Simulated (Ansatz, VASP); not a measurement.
**Ni (Ni wire along [100], 12 atoms a period) in two plane-wave programs**

One calculation is typed for both programs; each brings its own data sets. How far apart do they land? The structure shown is the start of the Ansatz relaxation below; VASP solves that cell, so the two are compared at the walk's first step.

Calculated with Ansatz 0.2.0; plane waves, with VASP 6.6.1 beside it; single point at PBE.

**1. The starting structure**

The cell holds 12 atoms: 12 Ni. Its edges and angles: a = 12.080 Å, b = 12.080 Å, c = 3.520 Å, α = 90.0°, β = 90.0°, γ = 90.0°. Vacuum lies along a and b. The structure's axis is c.

**2. Ansatz: relaxation, PBE**

Ansatz runs on its PAW soft_1 files.

The two programs are compared at the cell with which this relaxation starts, whose forces are those of its first step.

input.yaml reads:

```yaml
crystal:
  lattice:
    - [12.08, 0.0, 0.0]
    - [0.0, 12.08, 0.0]
    - [0.0, 0.0, 3.52]
  atoms:
    - { symbol: Ni, position: [0.281456954, 0.572847682, 0.0], spin: 0.8 }
    - { symbol: Ni, position: [0.427152318, 0.427152318, 0.0], spin: 0.8 }
    - { symbol: Ni, position: [0.427152318, 0.718543046, 0.0], spin: 0.8 }
    - { symbol: Ni, position: [0.572847682, 0.281456954, 0.0], spin: 0.8 }
    - { symbol: Ni, position: [0.572847682, 0.572847682, 0.0], spin: 0.8 }
    - { symbol: Ni, position: [0.718543046, 0.427152318, 0.0], spin: 0.8 }
    - { symbol: Ni, position: [0.281456954, 0.427152318, 0.5], spin: 0.8 }
    - { symbol: Ni, position: [0.427152318, 0.281456954, 0.5], spin: 0.8 }
    - { symbol: Ni, position: [0.427152318, 0.572847682, 0.5], spin: 0.8 }
    - { symbol: Ni, position: [0.572847682, 0.427152318, 0.5], spin: 0.8 }
    - { symbol: Ni, position: [0.572847682, 0.718543046, 0.5], spin: 0.8 }
    - { symbol: Ni, position: [0.718543046, 0.572847682, 0.5], spin: 0.8 }
magnetization:
  spin_polarized: true
kpoints:
  mp_grid: { grid: [1, 1, 23] }
scf:
  occupations: { method: fermi_dirac, width: 0.05 }
hamiltonian:
  xc: pbe
  pseudopotentials: { kind: paw, azcp: { folder: soft_1 } }
relax:
  cell: { fix: [a, b, alpha, beta, gamma] }
  max_steps: 45
  f_tol: 0.03
```

Started as:

```bash
ansatz run input.yaml --threads 4 --pin off --max-ram 16384MiB --backend cpu --events-out ev --progress --plain --runs-dir out
```

Numbers of over 12 decimals in the logs are rounded to 6 here.

What it wrote:

```text
Engine: ansatz 0.2.0, aarch64-unknown-linux-gnu
Pseudopotentials: kind: paw
Pseudopotential: Ni, paw, valence charge 18, recommended cutoff 420 eV (normal), soft_1/Ni.paw.azcp
Functional definition: PBE
  parameter kappa = 0.804
  parameter beta = 0.066725
  exchange = pbe_x(kappa = kappa, mu = beta*pi^2/3)
  correlation = pbe_c(beta = beta)
Crystal: 12 atoms, lattice volume = 513.661 Å³
Basis set: ecut = 420 eV, 9979 PW (Γ), exchange–correlation on 162×162×48 points (8 copies of the dense FFT grid, shifted against one another)
Bands: 136, of which v1, the nominal top of the filled ones, is band 108 counted from 1 (107 counted from 0)
Symmetry: 16 space group operations
Space group: P42/mcm (ITA 132), of the structure as read, at distance tolerance 8.0e-5 Å
Magnetic group: BNS 132.447 (UNI 1107), of the structure as read, at distance tolerance 8.0e-5 Å
k-points: 12 of 23
Non-local potential: Ni, projectors of the file, l = 0: 3, l = 1: 2, l = 2: 3, l = 3: 1
PAW form: soft (Blöchl's): semilocal exchange-correlation on the pseudo side does not see the compensation charge
PAW one-centre angular grid: Ni, 590 points (default); XC on 64 Gauss nodes
Initial density: superposition of atomic densities (neutral atoms: chi_scale 0, normalization atom)
Starting moments: Σ|m| = 9.6 μB on 12 of 12 sites
Initial wavefunctions: pseudopotential atomic-orbital guess
Functional: x = pbe(κ = 0.804, μ = 0.219515), c = pbe(β = 0.066725)
SCF iter   1: F=—  HF=-70052.950522 eV  |F-HF|=—  |Δ(HF+E_count)|=         —  Δρ=2.52e-2 (↑2.52e-2 ↓1.51e-2)  dr2=2.46e1  dr2_m=7.63e-1  M=10.042 μB ∫|m|=10.467 μB  β_m=0.30  ethr=3.10e-3  ⟨swp⟩=8.1  Hψ=15350  notcnv=0  defer=128
Mixer restart at iter 1: flushing history
preconditioner: auto → LDOS  [metal: Δε(μ)=0.007 eV  Ē_g=5.962 eV  σ=0.050 eV  W_gap=0.03  n_scr=118 (ndim 8)  ℏωp=17.9 eV  f_vac=0.599  D(μ)=40.29/eV (n_scr^D=468)]
spin=Collinear: LDOS preconditioning applied to the charge; magnetization (m = ρ↑ − ρ↓) channel mixes plain (no charge-response kernel on spin).
SCF iter   2: F=—  HF=-70055.057342 eV  |F-HF|=—  |Δ(HF+E_count)|=    2.11e0  Δρ=2.02e-2 (↑2.02e-2 ↓9.28e-3)  dr2=5.39e0  dr2_m=5.08e-1  M=10.205 μB ∫|m|=10.767 μB  β_m=0.39  ethr=3.10e-3  ⟨swp⟩=2.4  Hψ=5454  notcnv=0  defer=350
SCF iter   3: F=—  HF=-70061.423033 eV  |F-HF|=—  |Δ(HF+E_count)|=    6.37e0  Δρ=9.24e-3 (↑5.06e-3 ↓9.24e-3)  dr2=2.96e-1  dr2_m=1.79e-1  M=10.307 μB ∫|m|=11.090 μB  β_m=0.42  ethr=2.50e-3  ⟨swp⟩=2.8  Hψ=5362  notcnv=0  defer=344
SCF iter   4: F=—  HF=-70063.005163 eV  |F-HF|=—  |Δ(HF+E_count)|=         —  Δρ=6.30e-3 (↑6.30e-3 ↓2.82e-3)  dr2=2.12e-1  dr2_m=6.20e-2  M=10.255 μB ∫|m|=11.165 μB  β_m=0.42  ethr=1.37e-4  ⟨swp⟩=2.5  Hψ=5177  notcnv=0  defer=346
SCF iter   5: F=—  HF=-70063.873313 eV  |F-HF|=—  |Δ(HF+E_count)|=   8.68e-1  Δρ=2.22e-3 (↑2.22e-3 ↓1.91e-3)  dr2=5.34e-2  dr2_m=6.46e-3  M=10.105 μB ∫|m|=11.082 μB  β_m=0.63  ethr=9.81e-5  ⟨swp⟩=2.0  Hψ=5028  notcnv=0  defer=346
SCF iter   6: F=—  HF=-70064.239548 eV  |F-HF|=—  |Δ(HF+E_count)|=   3.66e-1  Δρ=2.37e-3 (↑9.41e-4 ↓2.37e-3)  dr2=2.02e-2  dr2_m=8.61e-3  M=9.888 μB ∫|m|=10.931 μB  β_m=0.81  ethr=2.47e-5  ⟨swp⟩=2.0  Hψ=5362  notcnv=0  defer=362
SCF iter   7: F=—  HF=-70064.270827 eV  |F-HF|=—  |Δ(HF+E_count)|=   3.13e-2  Δρ=1.55e-3 (↑1.23e-3 ↓1.55e-3)  dr2=2.25e-2  dr2_m=4.37e-4  M=9.833 μB ∫|m|=10.894 μB  β_m=0.65  ethr=9.35e-6  ⟨swp⟩=2.3  Hψ=6529  notcnv=0  defer=362
SCF iter   8: F=—  HF=-70064.263715 eV  |F-HF|=—  |Δ(HF+E_count)|=   7.11e-3  Δρ=6.12e-4 (↑2.14e-4 ↓6.12e-4)  dr2=1.02e-3  dr2_m=6.11e-4  M=9.815 μB ∫|m|=10.868 μB  β_m=0.83  ethr=9.35e-6  ⟨swp⟩=2.0  Hψ=5037  notcnv=0  defer=364
SCF iter   9: F=—  HF=-70064.264215 eV  |F-HF|=—  |Δ(HF+E_count)|=   5.00e-4  Δρ=2.08e-4 (↑1.78e-4 ↓2.08e-4)  dr2=6.42e-4  dr2_m=4.69e-5  M=9.809 μB ∫|m|=10.864 μB  β_m=0.73  ethr=4.70e-7  ⟨swp⟩=3.1  Hψ=6828  notcnv=0  defer=364
[...]
SCF 11 converged in 9 iterations: F = -70066.719334 eV  dr2 = 1.52e-9
relax step  11: F+E_penalty+E_count = -70066.71933373 eV  Δ(F+E_penalty+E_count) = -1.392e-3 eV  max|allowed force component| = 5.681e-3 eV/Å  Δτ_max = 0.0044 Å  P = -0.020 GPa  Ω = 357.376 Å³  energy of the carried Pulay correction = +3.057e-2 eV  fix = [a, b, alpha, beta, gamma]  reactions: a -0.018, b -0.018 GPa  (9 SCF iters, dr2 threshold 1.69e-7 eV, accepted)
Basis set: ecut = 420 eV, 6937 PW (Γ), exchange–correlation on 162×162×36 points (8 copies of the dense FFT grid, shifted against one another)
Initial wavefunctions: pseudopotential atomic-orbital guess (no wavefunctions were taken with the density)
[...]
preconditioner: auto → LDOS  [metal: Δε(μ)=0.009 eV  Ē_g=6.497 eV  σ=0.050 eV  W_gap=0.04  n_scr=36 (ndim 8)  ℏωp=21.5 eV  f_vac=0.544  D(μ)=18.66/eV (n_scr^D=182)]
spin=Collinear: LDOS preconditioning applied to the charge; magnetization (m = ρ↑ − ρ↓) channel mixes plain (no charge-response kernel on spin).
[...]
SCF iter   4: F=—  HF=-70066.689674 eV  |F-HF|=—  |Δ(HF+E_count)|=   1.15e-4  Δρ=1.37e-4 (↑9.50e-5 ↓1.37e-4)  dr2=1.46e-4  dr2_m=3.21e-5  M=8.710 μB ∫|m|=9.710 μB  β_m=0.61  ethr=2.94e-7  ⟨swp⟩=2.0  Hψ=4639  notcnv=0
SCF iter   5: F=—  HF=-70066.689761 eV  |F-HF|=—  |Δ(HF+E_count)|=   8.68e-5  Δρ=8.73e-5 (↑8.73e-5 ↓4.82e-5)  dr2=5.72e-5  dr2_m=6.11e-6  M=8.708 μB ∫|m|=9.706 μB  β_m=0.59  ethr=6.78e-8  ⟨swp⟩=2.0  Hψ=5044  notcnv=0
SCF iter   6: F=—  HF=-70066.689769 eV  |F-HF|=—  |Δ(HF+E_count)|=   7.75e-6  Δρ=2.95e-5 (↑2.95e-5 ↓1.39e-5)  dr2=2.01e-6  dr2_m=9.31e-7  M=8.706 μB ∫|m|=9.702 μB  β_m=0.77  ethr=2.65e-8  ⟨swp⟩=2.2  Hψ=4456  notcnv=0
SCF iter   7: F=—  HF=-70066.689770 eV  |F-HF|=—  |Δ(HF+E_count)|=   9.85e-7  Δρ=1.77e-5 (↑9.47e-6 ↓1.77e-5)  dr2=2.47e-6  dr2_m=7.15e-8  M=8.706 μB ∫|m|=9.701 μB  β_m=0.63  ethr=9.29e-10  ⟨swp⟩=3.1  Hψ=6462  notcnv=0
SCF iter   8: F=—  HF=-70066.689769 eV  |F-HF|=—  |Δ(HF+E_count)|=   7.06e-7  Δρ=5.52e-6 (↑5.52e-6 ↓2.94e-6)  dr2=2.36e-7  dr2_m=8.65e-9  M=8.706 μB ∫|m|=9.701 μB  β_m=0.59  ethr=9.29e-10  ⟨swp⟩=2.0  Hψ=4712  notcnv=0
SCF iter   9: F=—  HF=-70066.689769 eV  |F-HF|=—  |Δ(HF+E_count)|=   5.44e-8  Δρ=1.96e-6 (↑1.96e-6 ↓1.34e-6)  dr2=1.10e-8  dr2_m=4.43e-9  M=8.706 μB ∫|m|=9.701 μB  β_m=0.75  ethr=1.09e-10  ⟨swp⟩=2.0  Hψ=4649  notcnv=0
SCF iter  10: F=—  HF=-70066.689769 eV  |F-HF|=—  |Δ(HF+E_count)|=   1.39e-8  Δρ=5.06e-7 (↑5.06e-7 ↓3.30e-7)  dr2=5.17e-9  dr2_m=1.83e-10  M=8.706 μB ∫|m|=9.701 μB  β_m=0.76  ethr=5.11e-12  ⟨swp⟩=2.7  Hψ=5687  notcnv=0
SCF iter  11: F=—  HF=-70066.689769 eV  |F-HF|=—  |Δ(HF+E_count)|=  6.26e-10  Δρ=1.90e-7 (↑1.90e-7 ↓1.78e-7)  dr2=5.27e-10  dr2_m=2.60e-11  M=8.706 μB ∫|m|=9.701 μB  β_m=0.67  ethr=2.39e-12  ⟨swp⟩=2.0  Hψ=4840  notcnv=0
SCF iter  12: F=—  HF=-70066.689769 eV  |F-HF|=—  |Δ(HF+E_count)|=  5.82e-11  Δρ=1.19e-7 (↑1.19e-7 ↓9.33e-8)  dr2=4.73e-11  dr2_m=1.96e-11  M=8.706 μB ∫|m|=9.701 μB  β_m=0.77  ethr=1.00e-12  ⟨swp⟩=1.1  Hψ=3266  notcnv=0
SCF iter  13: F=-70066.689769 eV  HF=-70066.689769 eV  |F-HF|=7.28e-11  |Δ(HF+E_count)|=  1.46e-11  Δρ=1.14e-7 (↑4.93e-8 ↓1.14e-7)  dr2=6.65e-11  dr2_m=4.79e-12  M=8.706 μB ∫|m|=9.701 μB  ethr=1.00e-12  ⟨swp⟩=3.6  Hψ=11417  notcnv=0
SCF 12 converged in 13 iterations: F = -70066.689769 eV  dr2 = 6.65e-11
relax step  12: F+E_penalty+E_count = -70066.68976898 eV  Δ(F+E_penalty+E_count) = +2.956e-2 eV  max|allowed force component| = 5.945e-3 eV/Å  Δτ_max = 0.0000 Å  P = -0.017 GPa  Ω = 357.376 Å³  fix = [a, b, alpha, beta, gamma]  reactions: a -0.008, b -0.008 GPa  stress off target by 3.39e-2 GPa on what of the cell is left free  SCF on the basis re-selected at this cell (its energy is not comparable with the rows above)  (13 SCF iters)
basis re-selected at this cell: Δ(F+E_penalty+E_count) = +2.956e-2 eV, ΔP = +0.004 GPa vs the last step (what re-selecting the basis moved, of the pressure what is left beyond the Pulay correction that the steps carried, after the strain that the cell walked since its last selection, with what the two solves' SCF thresholds leave and, on support functions, any second-order correction that the steps lacked; it is no measure of the basis error at this ecutwfc). The dense FFT grid was sized anew with the basis: this SCF ran on 81×81×18 points, the steps before it on 81×81×24, so part of this shift can come from that change (see relax.cell in the input reference). [rest of the remark cut]
SCF converged after 13 iterations
Magnetization: 8.7057 μB (112.3529 up, 103.6471 down)
Absolute magnetization: 9.7128 μB (∫|ρ↑−ρ↓|, with the PAW one-centre terms)
Spin contamination: 0.1306 ħ² per cell (⟨S²⟩ above its minimum at these occupations)
Per-site moments (μB) at R_I (Å): [(0.786621, 0.978605), (0.687716, 0.978605), (0.786621, 0.978605), (0.786621, 0.978605), (0.687716, 0.978605), (0.786621, 0.978605), (0.786621, 0.978605), (0.786621, 0.978605), (0.687716, 0.978605), (0.687716, 0.978605), (0.786621, 0.978605), (0.786621, 0.978605)]
Free energy (F): -70066.689769 eV
Harris-Foulkes:  -70066.689769 eV  (|F-HF|=7.28e-11)
Internal energy: -70066.531973 eV  (E = F + TS)
E sigma→0 (E₀):  -70066.610871 eV
Entropy (-TS):   -0.157796 eV (-13.150 meV/atom)
Fermi energy:    3.745224 eV
--- Per-component energies (eV) ---
  E_band       = -6471.886056
  E_kinetic    = 4064.882178
  E_local      = -156562.652986  (includes V_loc(G=0)·N_el)
  E_nonlocal   = -1384.404746
  E_hartree    = 78187.321404
  E_xc         = -1338.874737
  E_vxc        = -1725.927463  (∫ρ·V_xc dr)
  E_paw        = -19908.520104  (= ΣΔE_a)
  E_vpaw       = -7238.433109  (= ΣTr[D̂ρ^β])
  E_aug_tail   = 0.011056  (compensation charges beyond the density's cutoff)
  E_ewald      = 26875.705962
  E_smearing   = -0.157796  (= −TS)
  E_closure    = 0.000000  (closes the sum)
  Σ components = -70066.689769   (vs F -70066.689769, Δ=0.00e0)
--- Forces (eV/Å), atoms counted from 1 ---
  atom   1  Ni     0.00393570     0.00150501    -0.00000000
  atom   2  Ni    -0.00594531    -0.00594531    -0.00000000
  atom   3  Ni    -0.00150501    -0.00393570     0.00000000
  atom   4  Ni     0.00150501     0.00393570    -0.00000000
  atom   5  Ni     0.00594531     0.00594531     0.00000000
  atom   6  Ni    -0.00393570    -0.00150501     0.00000000
  atom   7  Ni     0.00393570    -0.00150501     0.00000000
  atom   8  Ni    -0.00150501     0.00393570    -0.00000000
  atom   9  Ni    -0.00594531     0.00594531     0.00000000
  atom  10  Ni     0.00594531    -0.00594531    -0.00000000
  atom  11  Ni     0.00150501    -0.00393570     0.00000000
  atom  12  Ni    -0.00393570     0.00150501    -0.00000000
  max |Σ_I F_I| component: 3.47e-18 eV/Å
--- Stress (GPa, compression-positive) ---
       -0.007884      -0.000000       0.000000
       -0.000000      -0.007884       0.000000
        0.000000       0.000000      -0.033935
  P = ⅓ Tr σ = -0.0166 GPa (-0.166 kbar)
--- Relaxed structure (11 steps of the walk, 11 accepted, 1 SCFs on fresh bases) ---
  F+E_penalty+E_count = -70066.68976898 eV   max|allowed force component| = 5.945e-3 eV/Å   (the final SCF, on the basis selected at the relaxed cell)
  cell:  # Å, volume = 357.3760 Å³
    - [12.08, 0.0, 0.0]
    - [0.0, 12.08, 0.0]
    - [0.0, 0.0, 2.449015]
  atoms:
    - { symbol: Ni, position: [0.245474, 0.584774, 0.0] }
    - { symbol: Ni, position: [0.413674, 0.413674, 0.0] }
    - { symbol: Ni, position: [0.415226, 0.754526, 0.0] }
    - { symbol: Ni, position: [0.584774, 0.245474, 0.0] }
    - { symbol: Ni, position: [0.586326, 0.586326, 0.0] }
    - { symbol: Ni, position: [0.754526, 0.415226, 0.0] }
    - { symbol: Ni, position: [0.245474, 0.415226, 0.5] }
    - { symbol: Ni, position: [0.415226, 0.245474, 0.5] }
    - { symbol: Ni, position: [0.413674, 0.586326, 0.5] }
    - { symbol: Ni, position: [0.586326, 0.413674, 0.5] }
    - { symbol: Ni, position: [0.584774, 0.754526, 0.5] }
    - { symbol: Ni, position: [0.754526, 0.584774, 0.5] }
```

(Continued in part 2 of 2.)

[Lines on the potential files, build, host, timing and source positions are cut from VASP's logs without a mark.]

[Logs are printed without paths, hosts, clocks, repeated set-up lines and the standing remarks that a program may print on its own settings, such as how far it seeks lower states.]

[Hosts, paths, dates, database ids (printed as entryN), source tags and the programs' standing remarks are cut or masked in the printed files.]
